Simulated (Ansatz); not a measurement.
# Mo3W: the cost of one run

Program: Ansatz 0.2.0. Level of theory: DFT PBE, scalar-relativistic, plane waves, PAW. These are calculated values, not measurements.

## 1. The starting structure

Symmetry: P4/mmm, No. 123, tetragonal system. The conventional cell has a = 2.932 Å, b = 2.932 Å, c = 8.293 Å, α = 90.00°, β = 90.00°, γ = 90.00°. Around Mo (site symmetry 4mm) lie 4 W at 2.93 Å and 8 Mo at 2.93 Å. Around Mo (site symmetry 4/mmm) lie 12 Mo at 2.93 Å. W (site symmetry 4/mmm) has 8 Mo at 2.93 Å and 4 W at 2.93 Å as nearest neighbours.

Structure file:

```cif
data_structure
_symmetry_space_group_name_H-M 'P4/mmm'
_symmetry_Int_Tables_number 123
_cell_length_a 2.9321
_cell_length_b 2.9321
_cell_length_c 8.2932
_cell_angle_alpha 90.000
_cell_angle_beta 90.000
_cell_angle_gamma 90.000
_cell_volume 71.30
loop_
_atom_site_label
_atom_site_type_symbol
_atom_site_symmetry_multiplicity
_atom_site_Wyckoff_symbol
_atom_site_fract_x
_atom_site_fract_y
_atom_site_fract_z
_atom_site_occupancy
Mo1 Mo 2 g 0.00000 0.00000 0.75000 1
Mo2 Mo 1 c 0.50000 0.50000 0.00000 1
W1 W 1 d 0.50000 0.50000 0.50000 1
```

The start is an ordering of an alloy on its end members' structure types: elements ordered on the sites of the Tc type, Mo/W on Tc (P4/mmm, No. 123).

## 2. A first look at the guess

Contents of input.yaml:

```yaml
crystal:
  lattice:
    - [2.93210147, 0.0, 0.0]
    - [0.0, 2.93210147, 0.0]
    - [0.0, 0.0, 8.29323533]
  atoms:
    - { symbol: Mo, position: [0.0, 0.0, 0.75] }
    - { symbol: Mo, position: [0.5, 0.5, 0.0] }
    - { symbol: Mo, position: [0.0, 0.0, 0.25] }
    - { symbol: W, position: [0.5, 0.5, 0.5] }
basis:
  ecutwfc: 420
kpoints:
  mp_grid: { grid: [6, 6, 2] }
hamiltonian:
  xc: pbe
scf:
  occupations: { method: gaussian, width: 0.1 }
  lower_state_search: "off"
output:
  forces: true
  stress: true
  eigenvalues: true
```

On the command line:

```bash
$ ansatz run input.yaml --threads 1 --pin off --max-ram 2560MiB --backend cpu --events-out ev --progress --plain --runs-dir out
```

**Question.** How long does this run take on 1 thread of Intel Xeon 6975P-C (Granite Rapids), shared host, and how much memory does it need?

About 1.1 s, with a peak of 0.37 GiB.
